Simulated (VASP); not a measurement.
The system is Ta.

```xyz
2
Lattice="2.9004 0.0000 0.0000 -1.4502 2.5118 0.0000 0.0000 0.0000 5.1663" Properties=species:S:1:pos:R:3 pbc="T T T"
Ta    0.0000    1.6745    1.2916
Ta    1.4502    0.8373    3.8747
```

This isn't the form of Ta at room conditions, which is bcc.

* Program: VASP 6.6.1
* Task: relaxation of cell and atoms
* Functional: PBEsol
* Potentials or basis: VASP PAW PBE potentials, release 64 (Ta_pv)
* Cutoff: 600 eV
* k mesh: 10 × 10 × 4
* Occupations: fermi-dirac, width 0.05 eV
* Spin: no spin polarisation

At the start: pressure -7.0 GPa; volume 18.82 Å³/atom.

Task: How do energy, volume and symmetry change on relaxing?

Result: Over 4 steps the energy falls by 15.3 meV/atom and the volume is 18.14 Å³/atom (-3.6 %); space group P6_3/mmc (No. 194, to 0.05 Å).

Step by step:
```tsv
step	energy change (eV)	largest force (eV/Å)	pressure (GPa)	volume (Å³)
1	0.0000	0.0000	-6.96	37.64
2	0.1419	0.0000	20.18	33.35
3	-0.0306	0.0000	-0.27	36.32
4	-0.0307	0.0000	0.02	36.27
```

Final structure:
```cif
data_structure
_symmetry_space_group_name_H-M 'P 1'
_symmetry_Int_Tables_number 1
_cell_length_a 2.8630
_cell_length_b 2.8630
_cell_length_c 5.1099
_cell_angle_alpha 90.000
_cell_angle_beta 90.000
_cell_angle_gamma 120.000
_cell_volume 36.27
loop_
_atom_site_label
_atom_site_type_symbol
_atom_site_fract_x
_atom_site_fract_y
_atom_site_fract_z
_atom_site_occupancy
Ta1 Ta 0.33333 0.66667 0.25000 1
Ta2 Ta 0.66667 0.33333 0.75000 1
```

Caveat: the PAW data sets were made with another functional, which shifts forces and pressure a little.
